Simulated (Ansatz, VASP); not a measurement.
Two plane-wave programs on Cu

```xyz
1
Lattice="0.0000 1.7811 1.7811 1.7811 0.0000 1.7811 1.7811 1.7811 0.0000" Properties=species:S:1:pos:R:3 pbc="T T T"
Cu    0.0000    0.0000    0.0000
```

Alike in both runs: task single point; functional PBE; dispersion D4; k mesh 13 × 13 × 13; occupations methfessel-paxton of order 1, width 0.05 eV; no spin polarisation.

|  | VASP | Ansatz |
| --- | --- | --- |
| version | VASP 6.6.1 | Ansatz 0.2.0 |
| potentials or method | VASP PAW PBE potentials, release 64 (Cu) | Ansatz PAW earlier set |
| plane-wave cutoff (eV) | 520 | 1050 |
| valence electrons in the cell | 11 | 19 |

Ansatz gave:

- gap on the k mesh at the Fermi level (eV): none
- pressure (GPa): 1.5
- dispersion energy (meV/atom): -583.9

Task: Which values does VASP return?

Result: gap on the k mesh at the Fermi level (eV): none; pressure (GPa): 2.1; dispersion energy (meV/atom): -583.9.

A gap of «none» marks a metal or a gap that the smearing closes. The two sets of potentials don't hold the same shells in valence.

Caveats: pairwise dispersion overbinds metals, which lowers pressure and volume.
